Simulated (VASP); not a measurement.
Input of a VASP 6.6.1 run:

The input INCAR:

```
SYSTEM = Al
ALGO     = Fast           ! electronic algorithm
DIPOL    = 0.5 0.5 0.500
EDIFF    = 1E-6           ! SCF threshold, eV
EDIFFG   = -0.02          ! ionic threshold
ENCUT    = 600            ! plane-wave cutoff, eV
GGA      = PE             ! functional
IBRION   = 2              ! ionic algorithm
IDIPOL   = 3            
ISIF     = 2              ! what is computed and relaxed
ISMEAR   = -1             ! smearing method
LASPH    = .True.         ! aspherical terms in the spheres
LCHARG   = .False.        ! write CHGCAR
LDIPOL   = .True.       
LREAL    = .False.        ! projectors in reciprocal space
LWAVE    = .False.        ! write WAVECAR
NELM     = 100            ! most SCF steps
NSW      = 60             ! ionic steps
PREC     = Accurate       ! precision mode
SIGMA    = 0.05           ! smearing width, eV
```

The input KPOINTS:

```
k-points
0
Gamma
  8 8 1
  0 0 0
```

POSCAR

```
Al
1.0
    2.8270770242      0.0000000000      0.0000000000
   -1.4135385121      2.4483205214      0.0000000000
    0.0000000000      0.0000000000     26.4824913375
Al
6
Selective dynamics
Direct
    0.6666666700      0.3333333400      0.2832059833  F F F
    0.0000000000      0.0000000000      0.3699235900  F F F
    0.3333333300      0.6666666600      0.4566411967  F F F
    0.0000000000      0.0000000000      0.5433588033  T T T
    0.6666666700      0.3333333400      0.6300764100  T T T
    0.0000000000      0.0000000000      0.7167940167  T T T
```

Potentials or basis: VASP PAW PBE potentials, release 64 (Al).

Command:

```console
$ cat potpaw_PBE.64/Al/POTCAR > POTCAR
$ mpirun -np 1 vasp_std > vasp.out
```

**Question.** What does it give for the band gap on the k mesh?

**Answer.** None (metal or under the smearing width).

**Question.** What does it give for the energy gained by relaxing?

**Answer.** 5.2 meV/atom.

Final structure:
```
Al
1.0
     2.82708    0.00000    0.00000
    -1.41354    2.44832    0.00000
     0.00000    0.00000   26.48249
Al
6
Direct
  0.66667 0.33333 0.28321
  0.00000 0.00000 0.36992
  0.33333 0.66667 0.45664
  0.00000 0.00000 0.54735
  0.66667 0.33333 0.63492
  0.00000 0.00000 0.72453
```
